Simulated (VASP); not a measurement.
# Bi (I4/mmm) in VASP: single point with r2SCAN

Aim: the single point of Bi with r2SCAN.

All numbers are computed with VASP 6.6.1; they aren't measurements. Logs are shortened: lines on timing, memory, paths and dates and some standing lists are left out, and cuts for length are marked.

**1. The cell of the first run**

The structure is tetragonal, space group I4/mmm (No. 139). The conventional cell has a = 4.082 Å, b = 4.082 Å, c = 3.844 Å, α = 90.00°, β = 90.00°, γ = 90.00°. Around Bi (site symmetry 4/mmm) lie 10 Bi at 3.47 to 3.84 Å.

This isn't the form of Bi at room conditions, which is rhombohedral.

**2. Single point, r2SCAN (strain +0.030 along x and y, -0.030 along z, atoms carried along)**

POSCAR reads:

```
Bi
1.0
   -2.0408734478      2.0408734478      1.9219876158
    2.0408734478     -2.0408734478      1.9219876158
    2.0408734478      2.0408734478     -1.9219876158
Bi
1
Direct
    0.0000000000      0.0000000000      0.0000000000
```

INCAR.step1 reads:

```
  ALGO = Normal
  EDIFF = 1E-4
  ENCUT = 520
  GGA = PE
  ISMEAR = 0
  LASPH = True
  LCHARG = False
  LREAL = False
  LWAVE = True
  NBANDS = 14
  NELM = 100
  PREC = Accurate
  SIGMA = 0.15
```

INCAR.step2 reads:

```
  ALGO = Normal
  EDIFF = 1E-7
  ENCUT = 520
  ISIF = 2
  ISMEAR = 0
  ISTART = 1
  LASPH = True
  LCHARG = True
  LELF = True
  LMIXTAU = True
  LREAL = False
  LVHAR = True
  LWAVE = False
  METAGGA = R2SCAN
  NBANDS = 14
  NELM = 100
  PREC = Accurate
  SIGMA = 0.15
```

KPOINTS reads:

```
k-points
0
Gamma
  18 18 18
```

Potentials or basis: VASP PAW PBE potentials, release 64 (Bi_d).

The run is started by

```sh
$ cat potpaw_PBE.64/Bi_d/POTCAR > POTCAR
$ cp INCAR.step1 INCAR
$ mpirun -np 1 vasp_std > vasp.out
$ cp INCAR.step2 INCAR
$ mpirun -np 1 vasp_std > vasp.out
```

OUTCAR:

```text
EDIFF = 1E-7
   ENCUT = 520
   ISIF = 2
   ISMEAR = 0
   ISTART = 1
   LASPH = True
   LREAL = False
   METAGGA = R2SCAN
   NELM = 100
   PREC = Accurate

 ion  position               nearest neighbor table
   1  0.000  0.000  0.000-

  LATTYP: Found a body centered tetragonal cell.
 ALAT       =     4.0817468956
 C/A-ratio  =     0.9417475728

  Lattice vectors:

 A1 = (  -2.0408734478,   2.0408734478,   1.9219876158)
 A2 = (   2.0408734478,  -2.0408734478,   1.9219876158)
 A3 = (   2.0408734478,   2.0408734478,  -1.9219876158)

Analysis of symmetry for initial positions (statically):
=====================================================================
 Subroutine PRICEL returns:
 Original cell was already a primitive cell.

 Routine SETGRP: Setting up the symmetry group for a
 body centered tetragonal supercell.

 Subroutine GETGRP returns: Found 16 space group operations
 (whereof 16 operations were pure point group operations)
 out of a pool of 16 trial point group operations.

The static configuration has the point symmetry D_4h.

Analysis of symmetry for dynamics (positions and initial velocities):
=====================================================================
 Subroutine PRICEL returns:
 Original cell was already a primitive cell.

 Routine SETGRP: Setting up the symmetry group for a
 body centered tetragonal supercell.

 Subroutine GETGRP returns: Found 16 space group operations
 (whereof 16 operations were pure point group operations)
 out of a pool of 16 trial point group operations.

The dynamic configuration has the point symmetry D_4h.

 Subroutine INISYM returns: Found 16 space group operations
 (whereof 16 operations are pure point group operations),
 and found     1 'primitive' translations

----------------------------------------------------------------------------------------

                                     Primitive cell

  volume of cell :      32.0216

  direct lattice vectors                    reciprocal lattice vectors
    -2.040873448  2.040873448  1.921987616     0.000000000  0.244993143  0.260147358
     2.040873448 -2.040873448  1.921987616     0.244993143  0.000000000  0.260147358
     2.040873448  2.040873448 -1.921987616     0.244993143  0.244993143  0.000000000

  length of vectors
     3.467616653  3.467616653  3.467616653     0.357348972  0.357348972  0.346472625

  position of ions in fractional coordinates (direct lattice)
     0.000000000  0.000000000  0.000000000

  ion indices of the primitive-cell ions
   primitive index   ion index
                 1           1

----------------------------------------------------------------------------------------

 KPOINTS: k-points

Automatic generation of k-mesh.
 Grid dimensions read from file:
 generate k-points for:   18   18   18

 Generating k-lattice:

  Cartesian coordinates                     Fractional coordinates (reciprocal lattice)
     0.000000000  0.013610730  0.014452631     0.055555556  0.000000000 -0.000000000
     0.013610730  0.000000000  0.014452631     0.000000000  0.055555556 -0.000000000
     0.013610730  0.013610730  0.000000000     0.000000000  0.000000000  0.055555556

  Length of vectors
     0.019852721  0.019852721  0.019248479

  Shift w.r.t. Gamma in fractional coordinates (k-lattice)
     0.000000000  0.000000000  0.000000000

 Subroutine IBZKPT returns following result:
 ===========================================

 Found    480 irreducible k-points:

 Following reciprocal coordinates:
            Coordinates               Weight
  0.000000  0.000000  0.000000      1.000000
  0.055556  0.000000  0.000000      8.000000
  0.111111  0.000000  0.000000      8.000000
  0.166667 -0.000000  0.000000      8.000000
  0.222222  0.000000  0.000000      8.000000
  0.277778  0.000000 -0.000000      8.000000
[... 16 lines left out ...]
 -0.277778  0.055556  0.000000     16.000000
 -0.222222  0.055556  0.000000     16.000000
 [... further k-points ...]
   k-points           NKPTS =    480   k-points in BZ     NKDIM =    480   number of bands    NBANDS=     14
   number of dos      NEDOS =    301   number of ions     NIONS =      1
   total plane-waves  NPLWV =  21952
   dimension x,y,z NGX =    28 NGY =   28 NGZ =   28
   dimension x,y,z NGXF=    56 NGYF=   56 NGZF=   56
   ions per type =               1
   NGX,Y,Z   is equivalent  to a cutoff of  13.42, 13.42, 13.42 a.u.
   NGXF,Y,Z  is equivalent  to a cutoff of  26.85, 26.85, 26.85 a.u.
 SYSTEM =  unknown system
   PREC   = accura    normal or accurate (medium, high low for compatibility)
   ISTART =      1    job   : 0-new  1-cont  2-samecut
   ICHARG =      0    charge: 1-file 2-atom 10-const
   ISPIN  =      1    spin polarized calculation?
   LNONCOLLINEAR =      F non collinear calculations
   LSORBIT =      F    spin-orbit coupling
   LASPH  =      T    aspherical Exc in radial PAW
   ENCUT  =  520.0 eV  38.22 Ry    6.18 a.u.   6.45  6.45  6.45*2*pi/ulx,y,z
   NELM   =    100;   NELMIN=  2; NELMDL=  0     # of ELM steps
   EDIFF  = 0.1E-06   stopping-criterion for ELM
   LREAL  =      F    real-space projection
   EDIFFG = 0.1E-05   stopping-criterion for IOM
   NSW    =      0    number of steps for IOM
   IBRION =     -1    ionic relax: 0-MD 1-quasi-New 2-CG
   NFREE  =      0    steps in history (QN), initial steepest desc. (CG)
   ISIF   =      2    stress and relaxation
   ISYM   =      2    0-nonsym 1-usesym 2-fastsym
   POTIM  = 0.5000    time-step for ionic-motion
   TEBEG  =    0.0;   TEEND  =   0.0 temperature during run
   PSTRESS=    0.0 pullay stress
   NELECT =      15.0000    total number of electrons
   NUPDOWN=      -1.0000    fix difference up-down
   EMIN   =  10.00;   EMAX   =-10.00  energy-range for DOS
   EFERMI =   0.00;   METHOD = LEGACY
   ISMEAR =     0;   SIGMA  =   0.15  broadening in eV -4-tet -1-fermi 0-gaus
   EFERMI_NEDOS =   21; number of points for ismear=-14 and -15
   IALGO  =     38    algorithm
   IMIX   =      4    mixing-type and parameters
     AMIX     =   0.40;   BMIX     =  1.00
     AMIX_MAG =   1.60;   BMIX_MAG =  1.00
  volume/ion in A,a.u.               =      32.02       216.09
  Fermi-wavevector in a.u.,A,eV,Ry     =   1.271426  2.402646 21.994137  1.616523
  Thomas-Fermi vector in A             =   2.404359
   LORBIT       =      0    0 simple, 1 ext, 2 COOP (PROOUT), +10 PAW based schemes
   METAGGA = R2SCAN    functional components
   LHFCALC =     F    Hartree Fock is set to
   AEXX    =    0.0000 exact exchange contribution
   IVDW    =     0    specifies the selected vdW correction
   LEPSILON=     F    determine dielectric tensor
   LRPA    =     F    only Hartree local field effects (RPA)
 non-spin polarized calculation
 Gauss-broadening in eV      SIGMA  =   0.15
  energy-cutoff  :      520.00
  volume of cell :       32.02
 maximum number of plane-waves:       890
 NGX is ok and might be reduce to    28
   NGX = 13   NGY = 13   NGZ = 13

 number of electron      14.9999996 magnetization

 Free energy of the ion-electron system (eV)
  ---------------------------------------------------
  ext. energy  EPLUGINS =         0.00000000
  ---------------------------------------------------
  free energy    TOTEN  =       -58.26615064 eV

  energy without entropy =      -58.25862363  energy(sigma->0) =      -58.26238714

 E-fermi :   7.4818     XC(G=0): -10.9123

 val. band max:        7.4775381555   @ k =  -0.2222   0.2222   0.1667
 cond. band min:       7.4891484982   @ k =  -0.3889  -0.3889   0.2778
 fundamental gap:      0.0116103427
 Fermi energy:         7.4818268292

 k-point     1 :       0.0000    0.0000    0.0000
  band No.  band energies     occupation
      1     -16.2518      2.00000
      2     -16.2378      2.00000
      3     -16.2378      2.00000
      4     -16.1315      2.00000
      5     -16.1012      2.00000
      6      -6.4454      2.00000
      7      12.4848      0.00000
      8      12.4848      0.00000
      9      12.8219      0.00000
     10      17.1692      0.00000
     11      18.5839      0.00000
     12      18.5839      0.00000
     13      18.7299      0.00000
     14      19.2916      0.00000

 k-point     2 :       0.0556    0.0000    0.0000
  band No.  band energies     occupation
      1     -16.2499      2.00000
      2     -16.2359      2.00000
      3     -16.2346      2.00000
      4     -16.1313      2.00000
      5     -16.1026      2.00000
      6      -6.3865      2.00000
      7      12.0207      0.00000
      8      12.2962      0.00000
      9      12.6183      0.00000
     10      17.5369      0.00000
     11      18.0362      0.00000
     12      18.1077      0.00000
     13      18.9609      0.00000
     14      19.1799      0.00000

 k-point     3 :       0.1111    0.0000    0.0000
  band No.  band energies     occupation
      1     -16.2508      2.00000
      2     -16.2309      2.00000
      3     -16.2190      2.00000
      4     -16.1309      2.00000
      5     -16.1063      2.00000
      6      -6.2106      2.00000
      7      10.7251      0.00000
      8      11.8140      0.00000
      9      12.3982      0.00000
     10      16.8754      0.00000
     11      17.3733      0.00000
     12      18.7192      0.00000
     13      18.8247      0.00000
     14      19.9231      0.00000

 k-point     4 :       0.1667   -0.0000    0.0000
  band No.  band energies     occupation
      1     -16.2556      2.00000
      2     -16.2242      2.00000
      3     -16.1914      2.00000
      4     -16.1301      2.00000
      5     -16.1114      2.00000
      6      -5.9208      2.00000
      7       9.1740      0.00000
      8      11.1933      0.00000
      9      12.1154      0.00000
     10      16.0112      0.00000
     11      16.7714      0.00000
     12      18.6709      0.00000
     13      19.7762      0.00000
     14      20.9217      0.00000

 k-point     5 :       0.2222    0.0000    0.0000
  band No.  band energies     occupation
      1     -16.2624      2.00000
      2     -16.2181      2.00000
      3     -16.1565      2.00000
      4     -16.1284      2.00000
      5     -16.1165      2.00000
      6      -5.5240      2.00000
      7       7.5904      0.30591
      8      10.5533      0.00000
      9      11.7925      0.00000
     10      15.2876      0.00000
     11      16.2584      0.00000
[... 276 lines left out ...]
 k-point    22 :      -0.3333    0.0556   -0.0000
  band No.  band energies     occupation
      1     -16.2700      2.00000
      2     -16.2141      2.00000
      3     -16.1277      2.00000
      4     -16.1210      2.00000
      5     -16.0994      2.00000
      6      -4.7441      2.00000
      7       5.4042      2.00000
      8       9.4302      0.00000
      9      11.1078      0.00000
     10      14.7804      0.00000
     11      16.0915      0.00000
     12      19.5021      0.00000
     13      21.0709      0.00000
     14      23.8136      0.00000

 k-point    23 :      -0.2778    0.0556    0.0000
  band No.  band energies     occupation
      1     -16.2629      2.00000
      2     -16.2164      2.00000
      3     -16.1369      2.00000
      4     -16.1305      2.00000
      5     -16.1173      2.00000
      6      -5.2666      2.00000
      7       6.8247      2.00000
      8       9.9943      0.00000
      9      11.4406      0.00000
     10      15.2666      0.00000
     11      16.4433      0.00000
     12      19.0250      0.00000
     13      20.6609      0.00000
     14      22.4949      0.00000

 k-point    24 :      -0.2222    0.0556    0.0000
  band No.  band energies     occupation
      1     -16.2559      2.00000
      2     -16.2225      2.00000
      3     -16.1704      2.00000
      4     -16.1342      2.00000
      5     -16.1127      2.00000
      6      -5.7076      2.00000
      7       8.3120      0.00000
      8      10.6689      0.00000
      9      11.8011      0.00000
     10      15.8845      0.00000
     11      16.8352      0.00000
     12      18.7261      0.00000
     13      20.1085      0.00000
     14      21.3963      0.00000

 [... further k-points ...]

------------------------ aborting loop because EDIFF is reached ----------------------------------------

  FORCE on cell =-STRESS in cart. coord.  units (eV):
  Direction    XX          YY          ZZ          XY          YZ          ZX
  --------------------------------------------------------------------------------------
  -------------------------------------------------------------------------------------
  Total       -0.3066007     -0.3066007     -0.2316048      0.0000000     -0.0000000      0.0000000
  in kB      -15.3405519    -15.3405519    -11.5881842      0.0000000     -0.0000000      0.0000000
  external PRESSURE =     -14.0897627 kB  Pullay stress =       0.0000000 kB

 VOLUME and BASIS-vectors are now :
 -----------------------------------------------------------------------------
  energy-cutoff  :      520.00
  volume of cell :       32.02
      direct lattice vectors                 reciprocal lattice vectors
    -2.040873448  2.040873448  1.921987616     0.000000000  0.244993143  0.260147358
     2.040873448 -2.040873448  1.921987616     0.244993143  0.000000000  0.260147358
     2.040873448  2.040873448 -1.921987616     0.244993143  0.244993143  0.000000000

 POSITION                                       TOTAL-FORCE (eV/Angst)
 -----------------------------------------------------------------------------------
      0.00000      0.00000      0.00000         0.000000      0.000000      0.000000
 -----------------------------------------------------------------------------------
    total drift:                               -0.000000     -0.000000     -0.000000

  FREE ENERGIE OF THE ION-ELECTRON SYSTEM (eV)
  ---------------------------------------------------
  free  energy   TOTEN  =       -58.2661506413 eV

  energy  without entropy=      -58.2586236340  energy(sigma->0) =      -58.26238714
```

Run time: 8.7 min. Hardware: 1 thread of Intel Xeon Platinum 8488C (Sapphire Rapids), shared host; peak memory 0.31 GiB.

What came out:

| Property | Result |
| --- | --- |
| Free energy | -58.2662 eV |
| Pressure | -1.4 GPa |
| Band gap on the k mesh | none (metal or under the smearing width) |

Caveat: the PAW data sets were made with another functional, which shifts forces and pressure a little; spin-orbit coupling is left out, which moves the levels of the heavy elements.
